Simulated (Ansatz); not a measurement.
# GaP: the cost of one run

Computed with Ansatz 0.2.0 (DFT PBEsol, scalar-relativistic, unless a step's input says otherwise).

## (1) The system as given

It takes space group F-43m (No. 216, cubic). The conventional cell has a = 5.451 Å, b = 5.451 Å, c = 5.451 Å, α = 90.00°, β = 90.00°, γ = 90.00°. Ga (site symmetry -43m) has 4 P at 2.36 Å as nearest neighbours. P (site symmetry -43m) is surrounded by 4 Ga at 2.36 Å.

Coordinates:

```cif
data_structure
_symmetry_space_group_name_H-M 'F-43m'
_symmetry_Int_Tables_number 216
_cell_length_a 5.4505
_cell_length_b 5.4505
_cell_length_c 5.4505
_cell_angle_alpha 90.000
_cell_angle_beta 90.000
_cell_angle_gamma 90.000
_cell_volume 161.92
loop_
_atom_site_label
_atom_site_type_symbol
_atom_site_symmetry_multiplicity
_atom_site_Wyckoff_symbol
_atom_site_fract_x
_atom_site_fract_y
_atom_site_fract_z
_atom_site_occupancy
Ga1 Ga 4 a 0.00000 0.00000 0.00000 1
P1 P 4 c 0.25000 0.25000 0.25000 1
```

The file gives the conventional cell by its symmetry; the runs use the cell typed in the input.

Atoms are numbered in the order of the input: Ga1, P2.

## (2) Volume × 0.96, LAPW

The input, input.yaml:

```yaml
crystal:
  lattice:
    - [0.0, 2.6884177822, 2.6884177822]
    - [2.6884177822, 0.0, 2.6884177822]
    - [2.6884177822, 2.6884177822, 0.0]
  atoms:
    - { symbol: Ga, position: [0.0, 0.0, 0.0] }
    - { symbol: P, position: [0.75, 0.75, 0.75] }
kpoints:
  mp_grid: { grid: [12, 12, 12] }
  band_path:
    path:
      - [0.0, 0.0, 0.0]
      - [-0.5, -0.5, 0.0]
      - [-0.375, -0.375, 0.25]
      - [-0.375, 0.0, 0.375]
      - [0.0, 0.0, 0.0]
      - [0.0, 0.0, 0.5]
      - [-0.5, -0.25, 0.25]
      - [-0.5, -0.5, 0.0]
    npoints: 5
scf:
  occupations: { method: fermi_dirac, width: 0.08 }
hamiltonian:
  xc: pbesol
  pseudopotentials: { kind: all_electron, lapw: { basis_error: 0.0005 } }
output:
  forces: true
  stress: true
  eigenvalues: true
```

Launch:

```console
> ansatz run input.yaml --threads 1 --pin off --max-ram 3072MiB --backend cpu --events-out ev --progress --plain --runs-dir out
```

What time and memory should one allow on 1 thread of Arm Neoverse V1, shared host?

About 33 s, with a peak of 0.35 GiB.
